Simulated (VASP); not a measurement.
Here is a VASP 6.6.1 calculation.

INCAR

```
PREC     = Accurate       # precision mode
ENCUT    = 520            # plane-wave cutoff, eV
EDIFF    = 1E-6           # SCF threshold, eV
ISMEAR   = 0              # smearing method
SIGMA    = 0.01           # smearing width, eV
LREAL    = F              # projectors in reciprocal space
LASPH    = T              # aspherical terms in the spheres
NELM     = 100            # most SCF steps
ALGO     = Normal         # electronic algorithm
ISIF     = 2              # what is computed and relaxed
LWAVE    = F              # write WAVECAR
LCHARG   = F              # write CHGCAR
GGA      = PS             # functional
NBANDS   = 12             # bands
```

The input KPOINTS:

```
Automatic mesh
0
Gamma
  6 6 6
```

The input POSCAR:

```
LiCl
1.0
    0.0168780000      2.5296190000      2.5447930000
    2.6223680000     -0.0219260000      2.5835960000
    2.5863050000      2.5323600000      0.0141370000
Cl Li
1 1
Direct
    0.5109897665      0.4854278609      0.4922783763
   -0.0561365957      0.0744363356      0.0394423740
```

Potentials or basis: VASP PAW PBE potentials, release 64 (Cl, Li_sv).

Command:

```console
$ cat potpaw_PBE.64/Cl/POTCAR potpaw_PBE.64/Li_sv/POTCAR > POTCAR
$ mpirun -np 1 vasp_std > vasp.out
```

Question: Predict the largest force.

Answer: 0.451 eV/Å.

Question: What does it give for the band gap on the k mesh?

Answer: 6.05 eV, direct.

Forces on the atoms (eV/Å):
```
Cl   0.449 -0.028  0.026
Li  -0.449  0.028 -0.026
```

Caveat: the PAW data sets were made with another functional, which shifts forces and pressure a little.
